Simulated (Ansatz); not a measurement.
# Ir: enthalpy against pressure

Ir, Fm-3m, a = 3.844 Å. Ansatz: r2SCAN, PAW, 500 eV, Γ-centred 18×18×18 mesh on 1 atom, Gaussian smearing 0.10 eV; no spin polarisation. Cell and atoms are relaxed at each pressure, and no other structure is tried, so the rows at high pressure may lie past a change of phase. y is the enthalpy over the state at zero pressure; there V0 = 14.202 Å³/atom. The pressures are the targets, met within 0.08 GPa.

| P (GPa) | y (eV/atom) |
| --- | --- |
| -1.0 | -0.0887 |
| 0.0 | 0.0000 |
| 1.0 | 0.0885 |
| 4.0 | 0.3527 |
| 12.0 | 1.0476 |
| 25.0 | 2.1506 |
| 50.0 | ? |
| 90.0 | 7.2972 |

Q: Fit y = c1 P + c2 P² + c3 P³ to the other rows, say what c1 and c2 mean, and predict the missing value.

A: Least squares on the rows shown. y = 0.088578 P − 0.00010946 P² + 2.9055×10⁻⁷ P³. Since dH/dP = V, c1 is V0: 0.088578 eV/GPa × 160.2 = 14.190 Å³ against 14.202; c2 = −V0/(2B0) gives B0 = 405 GPa, where a Birch–Murnaghan fit to the volumes of the same runs (not shown) gives 377 GPa: a cubic over this range folds the higher terms into c2. At P = 50.0 the fit asked for gives 4.1916 eV/atom. The run gave 4.1949 eV/atom, so the fit is 0.0033 eV/atom too low, 0.045 % of the span of the series, against an rms of 0.00006 eV/atom on the fitted rows. With a term in P⁴ added, a fit to the same known rows predicts 4.1964 eV/atom, a smaller miss on the other side.

The mesh isn't the same in all rows (18×18×18, 20×20×20). Spin–orbit coupling is left out, which can shift energies with elements as heavy as these.